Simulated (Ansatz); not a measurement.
The system is TaN.

```
CELL_PARAMETERS angstrom
5.19600 0.00000 0.00000
-2.59800 4.49987 0.00000
0.00000 0.00000 2.91100
ATOMIC_POSITIONS crystal
Ta 0.00000 0.00000 0.00000
Ta 0.66667 0.33333 0.50000
Ta 0.33333 0.66667 0.50000
N 0.00000 0.39285 0.00000
N 0.60715 0.60715 0.00000
N 0.39285 0.00000 0.00000
```

```yaml
Program: Ansatz 0.2.0
Task: relaxation of cell and atoms
Functional: PBE
Potentials_or_basis: Ansatz PAW
Cutoff: "420 eV (not typed: the program's choice for these potentials)"
k_mesh: 6 × 6 × 9
Occupations: fermi-dirac, width 0.05 eV
Spin: no spin polarisation
```

At the start: volume 11.34 Å³/atom.

Q: How do energy, volume and symmetry change on relaxing?

A: It ends after 8 steps and the volume is 11.52 Å³/atom (+1.6 %); space group P-62m (No. 189, to 0.05 Å).

The path:
```
step  energy change (eV)  largest force (eV/Å)  volume (Å³)
   1              0.0000                0.0411        68.06
   2             -0.0086                0.0138        69.56
   3             -0.0129                0.0088        69.15
   4             -0.0132                0.0028        69.10
   5             -0.0132                0.0010        69.11
   6             -0.0165                0.0008        69.11
   7             -0.0165                0.0001        69.13
   8             -0.0165                0.0001        69.13
```

Final structure:
```
Ta N
1.0
     5.22759    0.00000    0.00000
    -2.61380    4.52723    0.00000
     0.00000    0.00000    2.92100
Ta N
3 3
Cartesian
  0.0000 0.0000 0.0000
  2.6138 1.5091 1.4605
  0.0000 3.0182 1.4605
  -1.0258 1.7768 0.0000
  1.5880 2.7504 0.0000
  2.0517 0.0000 0.0000
```

Caveat: the plane-wave basis is chosen anew once the cell has moved, so the energies of steps on either side of that aren't comparable; the pressure holds a Pulay correction of +0.4 GPa for the finite cutoff.
